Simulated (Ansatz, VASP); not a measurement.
## One calculation of Ta, two programs

```xyz
1
Lattice="-1.6385 1.6385 1.6385 1.6385 -1.6385 1.6385 1.6385 1.6385 -1.6385" Properties=species:S:1:pos:R:3 pbc="T T T"
Ta    0.0000    0.0000    0.0000
```

Alike in both runs: functional PBEsol; k mesh 24 × 24 × 24; occupations fermi-dirac, width 0.1 eV; no spin polarisation.

Ansatz relaxed the structure, and its values are those at the end. VASP's run is a single point on that final structure, the one shown.

|  | VASP | Ansatz |
| --- | --- | --- |
| version | VASP 6.6.1 | Ansatz 0.2.0 |
| potentials or method | VASP PAW PBE potentials, release 64 (Ta_pv) | PAW with Ansatz's default frozen-core files, scalar-relativistic |
| plane-wave cutoff (eV) | 520 | 420 |
| valence electrons in the cell | 11 | 13 |

```csv
,VASP,Ansatz,Ansatz less VASP
pressure (GPa),1.2,1.0,-0.20
```

With one functional, cell and mesh, what is left measures potentials, basis and numerics. The two sets of potentials don't hold the same shells in valence.

Caveats: the PAW data sets were made with another functional, which shifts forces and pressure a little (VASP). Spin-orbit coupling is left out, which matters for the levels of Ta.
